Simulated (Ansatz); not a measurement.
InAs under strain — field gradients at the nuclei

The cell is a COD entry, relaxed with PBE at fixed cell and then changed (z compressed by 2 %, ions relaxed).

```
CELL_PARAMETERS angstrom
0.00000 3.02900 2.96842
3.02900 0.00000 2.96842
3.02900 3.02900 0.00000
ATOMIC_POSITIONS crystal
In 0.00000 0.00000 0.00000
As 0.25000 0.25000 0.25000
```

Sites (sets of like atoms) are named by element and the number of their first atom in this list.

The numbers come from a DFT calculation in Ansatz (PBE, plane waves and PAW, scalar-relativistic, 420 eV cutoff, Γ-centred 13×13×13 k-points, Fermi–Dirac smearing 0.05 eV).

V_zz is the principal component of the electric field gradient with the largest magnitude, η = (V_xx − V_yy)/V_zz and C_Q = eQV_zz/h. Directions are in the Cartesian axes of the cell vectors above, for the atom listed; none is given where the gradient is under 0.02 or η is above 0.95.

**Question.** What field gradients does the calculation give at each kind of site?

**Answer.** 

```json
{"site": "In", "first atom": "1", "first shell": "4 As at 2.61 Å", "V_zz (10²¹ V/m²)": "0.76", "η": "0.00", "direction of V_zz (x, y, z)": "0.00 0.00 1.00"}
{"site": "As", "first atom": "2", "first shell": "4 In at 2.61 Å", "V_zz (10²¹ V/m²)": "-0.48", "η": "0.00", "direction of V_zz (x, y, z)": "0.00 0.00 1.00"}
```

An axis of threefold or higher order runs through In and As, so V_zz lies along it and η is zero.

The run finds no gap above 0.1 eV (a metal, or nearly one), so the gradients can move by 10 % or more with the k-mesh. Without spin–orbit coupling (the program notes it for In) the gradients can shift somewhat, as the gap is small. Semilocal functionals make gaps too small and can close them, so the real compound need not be a metal.

The relaxation (1 step) took 15 s of wall time (15 s of CPU time) and 0.59 GiB at its peak, on 1 thread of Intel Xeon Platinum 8488C (Sapphire Rapids) (x86_64; 16 cores open to the job, memory cap 3.0 GiB, no GPU), a shared host with a load of 0.2 a core.
